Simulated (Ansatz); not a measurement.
What moves the field gradients of MoS₂?

Cell of run 1: a Materials Project structure (computed, not necessarily an observed phase), taken as it stands.

```cif
data_MoS2
_symmetry_space_group_name_H-M 'P6_3/mmc'
_symmetry_Int_Tables_number 194
_cell_length_a 3.1854
_cell_length_b 3.1854
_cell_length_c 13.1784
_cell_angle_alpha 90.000
_cell_angle_beta 90.000
_cell_angle_gamma 120.000
loop_
_atom_site_label
_atom_site_type_symbol
_atom_site_symmetry_multiplicity
_atom_site_Wyckoff_symbol
_atom_site_fract_x
_atom_site_fract_y
_atom_site_fract_z
Mo Mo 2 b 0.0000 0.0000 0.2500
S S 4 f 0.3333 0.6667 0.3677
```

One atom of each set is listed.

Relaxed positions (PBE, cell held):

Mo (0.0000, 0.0000, 0.2500)
S (0.3333, 0.6667, 0.3684)

All runs are DFT with Ansatz 0.2.0 (plane waves and PAW, scalar-relativistic unless spin–orbit coupling is named, Γ-centred meshes, Fermi–Dirac smearing where given) in this cell. Start moments of run 1 as typed (μB): 2 on each Mo, none on the rest.

Run 1: PBE, parallel start moments, atoms as given; 420 eV, 11×11×3 k-points, smearing 0.02 eV.
Run 2: r2SCAN, parallel start moments, at the relaxed atoms; 500 eV, 11×11×3 k-points, smearing 0.02 eV.
Run 3: LDA, parallel start moments, at the relaxed atoms; 420 eV, 11×11×3 k-points, smearing 0.02 eV.

```tsv
run	Mo V_zz (η)	S V_zz (η)
1	-7.87 (0.00)	-5.74 (0.00)
2	?	?
3	-7.75 (0.00)	-5.62 (0.00)
```

V_zz in 10²¹ V/m².

**Question.** Estimate the row of run 2.

**Answer.** Mo: -7.73 (0.00); S: -5.63 (0.00). It lies nearest to run 3, from whose tensors on these sites it differs by 0.02 at most (largest principal value of the difference).

Without spin–orbit coupling (the program notes it for Mo) the gradients are little affected as a rule: paired runs on crystals with a gap mostly move them by under 2 % at such atoms. Without spin–orbit coupling (the program notes it for Mo) the gradients can shift somewhat, as the gap is small. In run 2 the program didn't check the stability of the electronic state in full, so a lower one may lie near. In runs 1, 2, 3 the start moments die out. In run 3 the atoms aren't at the calculated equilibrium (largest force 0.49 eV/Å). The cell isn't the equilibrium one in run 3 (calculated pressure -6 GPa), and the entry's cell may itself be off.
